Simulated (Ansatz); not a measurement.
# Band structure of MgI$_{2}$

```xyz
3
Lattice="4.1537 0.0000 0.0000 -2.0769 3.5972 0.0000 0.0000 0.0000 6.8620" Properties=species:S:1:pos:R:3 pbc="T T T"
Mg    0.0000    0.0000    0.0000
I     0.0000    2.3981    5.1989
I     2.0769    1.1991    1.6631
```

Atoms are numbered in the order listed.

The cell is a measured one (Crystallography Open Database entry 2013551); the temperature and pressure of the measurement aren't taken into account, and nothing was relaxed.

Spin–orbit coupling is left out, though it moves levels of the heavy atoms by tenths of an eV or more.

These are results of DFT, PBEsol, all-electron LAPW, scalar-relativistic (Ansatz 0.2.0), not measurements.

Numerical set-up: a Γ-centred 7×7×4 k mesh, Fermi–Dirac smearing of 0.03 eV, basis error target 1 meV/atom, no spin polarisation.

Points in fractions of the reciprocal vectors of this cell: Γ (0, 0, 0), M (0.5, 0, 0), K (0.333, 0.333, 0), A (0, 0, 0.5), L (0.5, 0, 0.5), H (0.333, 0.333, 0.5). The path runs Γ–M–K–Γ–A–L–H–A–L. Energies are in eV from the top of the valence band; (×n) counts levels within 4 meV of each other, which need not be degenerate by symmetry.

Task: Is there a gap, and where are the band edges?

Result: 3.48 eV, indirect from Γ to L (0.5, 0, 0.5).

Task: List the levels between -5 and 5 eV at the symmetry points.

Result: 
Γ: -3.59, -0.48 (×2), -0.09 (×2), 0.00, 3.58, 4.64
M: -3.65, -2.86, -1.90, -1.42, -0.94, -0.47, 3.58
K: -3.38, -2.43 (×2), -1.93, -1.26 (×2), 3.85
A: -2.74, -1.48, -0.38 (×2), -0.19 (×2), 4.57, 4.72
L: -3.74, -3.25, -1.24, -1.15, -0.82, -0.72, 3.48
H: -3.21, -2.82 (×2), -2.25, -0.56 (×2), 4.80

Kohn–Sham gaps of semilocal functionals usually fall short of measured ones.
